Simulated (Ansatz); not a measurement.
Runs of Ansatz 0.2.0 on CdO (Monteponite). It takes space group Fm-3m (No. 225, cubic). The conventional cell has a = 4.699 Å, b = 4.699 Å, c = 4.699 Å, α = 90.00°, β = 90.00°, γ = 90.00°. Around Cd (site symmetry m-3m) lie 6 O at 2.35 Å. Around O (site symmetry m-3m) lie 6 Cd at 2.35 Å. 

```tsv
task	level	potentials or basis	spin	cutoff (eV)	points for each segment of the path	gap on the mesh (eV)	pressure (GPa)	V0 of scaled cells (Å³/atom)	B0 (GPa)
band structure	revPBE	Ansatz PAW	off	420	14	none	9.4	-	-
equation of state	PBE+D3(BJ)	Ansatz PAW	off	420	-	-	-	13.20	135
band structure	BPBE	Ansatz PAW	off	420	14	none	(b)	-	-
equation of state	PBE	Ansatz PAW earlier set	off	930	-	-	-	(a)	126
band structure	LDA	Ansatz PAW	SOC, no magnetisation	420	14	none	-6.2	-	-
```

Alike in all rows: cell as given; k mesh 10 × 10 × 10; smearing fermi-dirac 0.05 eV.

Task: Estimate the missing entries.

Result: (a) 13.55; (b) 5.6.

Caveats: the PAW data sets come from PBE, with cores solved anew for the run's functional, which leaves a small shift of forces and pressure (some runs); this crystal is a semiconductor, whose small gap the functional closes, so the metal is an error of the method (some runs).

A k mesh can miss the band edges, and rows without SOC leave out spin-orbit coupling on Cd.

A gap of «none» marks a metal or a gap under the smearing width.
